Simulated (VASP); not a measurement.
The system is HfC.

```
CELL_PARAMETERS angstrom
0.00000 2.32500 2.32500
2.32500 0.00000 2.32500
2.32500 2.32500 0.00000
ATOMIC_POSITIONS crystal
Hf 0.50000 0.50000 0.50000
C 0.00000 0.00000 0.00000
```

```yaml
Program: VASP 6.6.1
Task: relaxation of cell and atoms
Functional: PBEsol
Dispersion: D3
Potentials_or_basis: VASP PAW PBE potentials, release 64 (Hf_pv, C)
Cutoff: 600 eV
k_mesh: 10 × 10 × 10
Occupations: fermi-dirac, width 0.05 eV
Spin: no spin polarisation
```

At the start: pressure -10.4 GPa; volume 12.57 Å³/atom.

Problem. Where does the relaxation end?

Solution. Over 4 steps the energy falls by 17.8 meV/atom and the volume is 12.03 Å³/atom (-4.2 %); space group Fm-3m (No. 225, to 0.05 Å).

Step by step:
| step | energy change (eV) | largest force (eV/Å) | pressure (GPa) | volume (Å³) |
| --- | --- | --- | --- | --- |
| 1 | 0.0000 | 0.0000 | -10.36 | 25.14 |
| 2 | 0.0862 | 0.0000 | 23.37 | 22.30 |
| 3 | -0.0356 | 0.0000 | -0.37 | 24.10 |
| 4 | -0.0356 | 0.0000 | 0.07 | 24.07 |

Final structure:
```
Hf C
1.0
     0.00000    2.29160    2.29160
     2.29160    0.00000    2.29160
     2.29160    2.29160    0.00000
Hf C
1 1
Direct
  0.50000 0.50000 0.50000
  0.00000 0.00000 0.00000
```

Caveat: the PAW data sets were made with another functional, which shifts forces and pressure a little; pairwise dispersion overbinds metals, which lowers pressure and volume.
